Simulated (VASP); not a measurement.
# SnSe (Fm-3m) in VASP: settings compared, part 7 of 8

VASP 6.6.1. The steps go on from the part before.

**100. Equation of state, r2SCAN, 26.45 Å³/atom**

Input file INCAR:

```
SYSTEM = SnSe
PREC = Low ; ENCUT = 500
EDIFF = 1E-7 ; ISMEAR = 0
SIGMA = 0.05 ; LREAL = .False.
LASPH = .True. ; NELM = 100
ALGO = Normal ; ISIF = 2
LWAVE = .False. ; LCHARG = .False.
METAGGA = R2SCAN ; LMIXTAU = .True.
ADDGRID = .False.
```

Input file KPOINTS:

```
regular mesh
0
Gamma
  10 10 10
  0 0 0
```

Input file POSCAR:

```
SnSe
1.0
    0.0000000000      2.9795938807      2.9795938807
    2.9795938807      0.0000000000      2.9795938807
    2.9795938807      2.9795938807      0.0000000000
Sn Se
1 1
Direct
    0.0000000000      0.0000000000      0.0000000000
    0.5000000000      0.5000000000      0.5000000000
```

On the command line:

```sh
> cat potpaw_PBE.64/Sn_d/POTCAR potpaw_PBE.64/Se/POTCAR > POTCAR
> mpirun -np 1 vasp_std > vasp.out
```

Run time: 44 s. Hardware: 1 thread of Intel Xeon Platinum 8488C (Sapphire Rapids), shared host; peak memory 0.14 GiB.

These settings aren't checked as converged: the numbers below hold their error.

Results:

```
Free energy            : -39.8707 eV
Pressure               : 1.9 GPa
Band gap on the k mesh : 0.50 eV, indirect (least direct gap 0.60 eV)
```

Caveat: the PAW data sets were made with another functional, which shifts forces and pressure a little; spin-orbit coupling is left out, which moves the levels of the heavy elements.

**101. Equation of state, r2SCAN, 28.09 Å³/atom**

INCAR is that of step 100.

KPOINTS is that of step 100.

Input file POSCAR:

```
SnSe
1.0
    0.0000000000      3.0398039185      3.0398039185
    3.0398039185      0.0000000000      3.0398039185
    3.0398039185      3.0398039185      0.0000000000
Sn Se
1 1
Direct
    0.0000000000      0.0000000000      0.0000000000
    0.5000000000      0.5000000000      0.5000000000
```

On the command line:

```sh
> cat potpaw_PBE.64/Sn_d/POTCAR potpaw_PBE.64/Se/POTCAR > POTCAR
> mpirun -np 1 vasp_std > vasp.out
```

Wall time 43 s (1 thread of Intel Xeon Platinum 8488C (Sapphire Rapids), shared host); peak memory 0.14 GiB.

These settings aren't checked as converged: the numbers below hold their error.

Results:

* Free energy: -39.8780 eV
* Pressure: -1.2 GPa
* Band gap on the k mesh: 0.32 eV, direct

Caveat: the PAW data sets were made with another functional, which shifts forces and pressure a little; spin-orbit coupling is left out, which moves the levels of the heavy elements.

**102. Equation of state, r2SCAN, 26.45 Å³/atom**

Edit INCAR of step 101 so:

```diff
@@ -1,3 +1,3 @@
 SYSTEM = SnSe
-PREC = Low ; ENCUT = 500
+PREC = Normal ; ENCUT = 500
 EDIFF = 1E-7 ; ISMEAR = 0
```

KPOINTS is that of step 101.

Input file POSCAR:

```
SnSe
1.0
    0.0000000000      2.9795938807      2.9795938807
    2.9795938807      0.0000000000      2.9795938807
    2.9795938807      2.9795938807      0.0000000000
Sn Se
1 1
Direct
    0.0000000000      0.0000000000      0.0000000000
    0.5000000000      0.5000000000      0.5000000000
```

Potentials or basis: VASP PAW PBE potentials, release 64 (Sn_d, Se).

On the command line:

```sh
> cat potpaw_PBE.64/Sn_d/POTCAR potpaw_PBE.64/Se/POTCAR > POTCAR
> mpirun -np 1 vasp_std > vasp.out
```

Run time: 51 s. Hardware: 1 thread of Intel Xeon Platinum 8488C (Sapphire Rapids), shared host; peak memory 0.16 GiB.

These settings aren't checked as converged: the numbers below hold their error.

Results:

```
Free energy            : -39.8653 eV
Pressure               : 1.7 GPa
Band gap on the k mesh : 0.50 eV, indirect (least direct gap 0.60 eV)
```

Caveat: the PAW data sets were made with another functional, which shifts forces and pressure a little; spin-orbit coupling is left out, which moves the levels of the heavy elements.

**103. Equation of state, r2SCAN, 28.09 Å³/atom**

INCAR is that of step 102.

KPOINTS is that of step 102.

Input file POSCAR:

```
SnSe
1.0
    0.0000000000      3.0398039185      3.0398039185
    3.0398039185      0.0000000000      3.0398039185
    3.0398039185      3.0398039185      0.0000000000
Sn Se
1 1
Direct
    0.0000000000      0.0000000000      0.0000000000
    0.5000000000      0.5000000000      0.5000000000
```

On the command line:

```sh
> cat potpaw_PBE.64/Sn_d/POTCAR potpaw_PBE.64/Se/POTCAR > POTCAR
> mpirun -np 1 vasp_std > vasp.out
```

It took 64 s on 1 thread of Intel Xeon Platinum 8488C (Sapphire Rapids), shared host; peak memory 0.17 GiB.

The run converged, but some of its settings lie outside the range that counts as converged, so its numbers aren't taken as properties of the crystal.

Results:

| Property | Result |
| --- | --- |
| Free energy | -39.8666 eV |
| Pressure | -1.5 GPa |
| Band gap on the k mesh | 0.32 eV, direct |

Caveat: the PAW data sets were made with another functional, which shifts forces and pressure a little; spin-orbit coupling is left out, which moves the levels of the heavy elements.

**104. Equation of state, r2SCAN, 26.45 Å³/atom**

Input file INCAR:

```
SYSTEM = SnSe
PREC = Accurate ; ENCUT = 500
EDIFF = 1E-7 ; ISMEAR = 0
SIGMA = 0.05 ; LREAL = Auto
LASPH = .True. ; NELM = 100
ALGO = Normal ; ISIF = 2
LWAVE = .False. ; LCHARG = .False.
METAGGA = R2SCAN ; LMIXTAU = .True.
ADDGRID = .False.
```

KPOINTS is that of step 103.

Input file POSCAR:

```
SnSe
1.0
    0.0000000000      2.9795938807      2.9795938807
    2.9795938807      0.0000000000      2.9795938807
    2.9795938807      2.9795938807      0.0000000000
Sn Se
1 1
Direct
    0.0000000000      0.0000000000      0.0000000000
    0.5000000000      0.5000000000      0.5000000000
```

On the command line:

```sh
> cat potpaw_PBE.64/Sn_d/POTCAR potpaw_PBE.64/Se/POTCAR > POTCAR
> mpirun -np 1 vasp_std > vasp.out
```

Wall time 1.8 min (1 thread of Intel Xeon Platinum 8488C (Sapphire Rapids), shared host); peak memory 0.19 GiB.

These settings aren't checked as converged: the numbers below hold their error.

Results:

```
Free energy            : -39.8665 eV
Pressure               : 1.7 GPa
Band gap on the k mesh : 0.50 eV, indirect (least direct gap 0.60 eV)
```

Caveat: the PAW data sets were made with another functional, which shifts forces and pressure a little; spin-orbit coupling is left out, which moves the levels of the heavy elements.

**105. Equation of state, r2SCAN, 28.09 Å³/atom**

INCAR is that of step 104.

KPOINTS is that of step 104.

Input file POSCAR:

```
SnSe
1.0
    0.0000000000      3.0398039185      3.0398039185
    3.0398039185      0.0000000000      3.0398039185
    3.0398039185      3.0398039185      0.0000000000
Sn Se
1 1
Direct
    0.0000000000      0.0000000000      0.0000000000
    0.5000000000      0.5000000000      0.5000000000
```

Potentials or basis: VASP PAW PBE potentials, release 64 (Sn_d, Se).

On the command line:

```sh
> cat potpaw_PBE.64/Sn_d/POTCAR potpaw_PBE.64/Se/POTCAR > POTCAR
> mpirun -np 1 vasp_std > vasp.out
```

Wall time 1.9 min (1 thread of Intel Xeon Platinum 8488C (Sapphire Rapids), shared host); peak memory 0.19 GiB.

The run converged, but some of its settings lie outside the range that counts as converged, so its numbers aren't taken as properties of the crystal.

What came out:

- Free energy: -39.8678 eV
- Pressure: -1.5 GPa
- Band gap on the k mesh: 0.32 eV, direct

Caveat: the PAW data sets were made with another functional, which shifts forces and pressure a little; spin-orbit coupling is left out, which moves the levels of the heavy elements.

**106. Equation of state, r2SCAN, 26.45 Å³/atom**

Edit INCAR of step 105 so:

```diff
@@ -2,4 +2,4 @@
 PREC = Accurate ; ENCUT = 500
-EDIFF = 1E-7 ; ISMEAR = 0
-SIGMA = 0.05 ; LREAL = Auto
+EDIFF = 1E-5 ; ISMEAR = 0
+SIGMA = 0.05 ; LREAL = .False.
 LASPH = .True. ; NELM = 100
```

KPOINTS is that of step 105.

Input file POSCAR:

```
SnSe
1.0
    0.0000000000      2.9795938807      2.9795938807
    2.9795938807      0.0000000000      2.9795938807
    2.9795938807      2.9795938807      0.0000000000
Sn Se
1 1
Direct
    0.0000000000      0.0000000000      0.0000000000
    0.5000000000      0.5000000000      0.5000000000
```

On the command line:

```sh
> cat potpaw_PBE.64/Sn_d/POTCAR potpaw_PBE.64/Se/POTCAR > POTCAR
> mpirun -np 1 vasp_std > vasp.out
```

It took 76 s on 1 thread of Intel Xeon Platinum 8488C (Sapphire Rapids), shared host; peak memory 0.2 GiB.

The run converged, but some of its settings lie outside the range that counts as converged, so its numbers aren't taken as properties of the crystal.

What came out:

* Free energy: -39.8655 eV
* Pressure: 1.7 GPa
* Band gap on the k mesh: 0.50 eV, indirect (least direct gap 0.60 eV)

Caveat: the PAW data sets were made with another functional, which shifts forces and pressure a little; spin-orbit coupling is left out, which moves the levels of the heavy elements.

**107. Equation of state, r2SCAN, 28.09 Å³/atom**

INCAR is that of step 106.

KPOINTS is that of step 106.

Input file POSCAR:

```
SnSe
1.0
    0.0000000000      3.0398039185      3.0398039185
    3.0398039185      0.0000000000      3.0398039185
    3.0398039185      3.0398039185      0.0000000000
Sn Se
1 1
Direct
    0.0000000000      0.0000000000      0.0000000000
    0.5000000000      0.5000000000      0.5000000000
```

On the command line:

```sh
> cat potpaw_PBE.64/Sn_d/POTCAR potpaw_PBE.64/Se/POTCAR > POTCAR
> mpirun -np 1 vasp_std > vasp.out
```

Wall time 74 s (1 thread of Intel Xeon Platinum 8488C (Sapphire Rapids), shared host); peak memory 0.2 GiB.

The run converged, but some of its settings lie outside the range that counts as converged, so its numbers aren't taken as properties of the crystal.

What came out:

* Free energy: -39.8667 eV
* Pressure: -1.5 GPa
* Band gap on the k mesh: 0.32 eV, direct

Caveat: the PAW data sets were made with another functional, which shifts forces and pressure a little; spin-orbit coupling is left out, which moves the levels of the heavy elements.

[end of part 7 of 8]
